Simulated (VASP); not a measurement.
AlP: single point with LDA

**The experiment to reproduce.**

A printed reference work, data compilation reports, for a bulk crystal of AlP at 4.2 K: band gap 2.505 eV (indirect).

The system is AlP.

```
CELL_PARAMETERS angstrom
0.00000 2.64182 2.64182
2.64182 0.00000 2.64182
2.64182 2.64182 0.00000
ATOMIC_POSITIONS crystal
Al 0.00000 0.00000 0.00000
P 0.75000 0.75000 0.75000
```

```json
{
  "Program": "VASP 6.6.1",
  "Task": "single point",
  "Functional": "LDA",
  "Potentials or basis": "VASP PAW LDA potentials, release 64 (Al, P)",
  "Cutoff": "520 eV",
  "k mesh": "8 × 8 × 8",
  "Occupations": "gaussian, width 0.01 eV",
  "Spin": "no spin polarisation"
}
```

```json
{
  "Pressure": "9.1 GPa",
  "Band gap on the k mesh": "1.24 eV, indirect (least direct gap 3.56 eV)"
}
```

Levels at points of the mesh, in eV from the valence-band top:
| k point | band 2 | band 3 | band 4 | band 5 | band 6 | band 7 |
| --- | --- | --- | --- | --- | --- | --- |
| (0.00, 0.00, 0.00) | 0.00 | 0.00 | 0.00 | 3.98 | 4.61 | 4.61 |
| (0.50, 0.00, 0.00) | -6.04 | -0.83 | -0.83 | 3.04 | 4.75 | 4.75 |
| (0.50, 0.50, 0.00) | -5.70 | -2.33 | -2.33 | 1.24 | 2.29 | 11.72 |

Wall time 8.8 s on 1 thread of Intel(R) Xeon(R) Platinum 8259CL CPU @ 2.50GHz (Skylake/Cascade Lake), with other jobs on the host, peak memory 0.14 GiB.

Measured gap of AlP: 2.505 eV (indirect; 4.2 K; a printed reference work, data compilation). This calculation gives 1.24 eV (-1.27 eV). So large a miss can be the level of theory's own, or it may mean another phase, state or a wrong row. The value is that of LDA on a finite k mesh, which can miss the band edges, without temperature or zero-point motion. Semilocal functionals fall short of measured gaps as a rule.
